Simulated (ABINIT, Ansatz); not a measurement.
## LiF and the functional, program beside program

```
F Li
1.0
     0.00000    2.01400    2.01400
     2.01400    0.00000    2.01400
     2.01400    2.01400    0.00000
F Li
1 1
Direct
  0.50000 0.50000 0.50000
  0.00000 0.00000 0.00000
```

Kept alike: task band structure; k mesh 11 × 11 × 11; occupations fermi-dirac, width 0.05 eV; no spin polarisation. The mesh is that of the run's cell of 2 atoms. No spin-orbit coupling.

- A: ABINIT; JTH PAW LDA v2.0 (LDA); JTH PAW PBE v2.0 (PBE); PseudoDojo NC SR PBEsol v0.4.1 standard (PBEsol), cutoff 626 to 1143 eV
- B: Ansatz, all-electron LAPW, scalar-relativistic

| functional | A: pressure (GPa) | B: pressure (GPa) |
| --- | --- | --- |
| LDA | -6.51 | -6.39 |
| PBE | 1.76 | 2.02 |
| PBEsol | -1.40 | -1.19 |

Pressure is positive in compression; plane-wave values hold the error of the finite cutoff.

How large is the effect of the functional, and do the programs agree on it?

From LDA to PBE the pressure moves by +8.27 in A, +8.41 in B (GPa). Row by row the programs differ by 0.12 to 0.26, and over this span the shifts, as printed, agree within about 2 %. Shifts from LDA: PBE +8.27, +8.41; PBEsol +5.11, +5.20; the programs' shifts differ by up to 0.14.
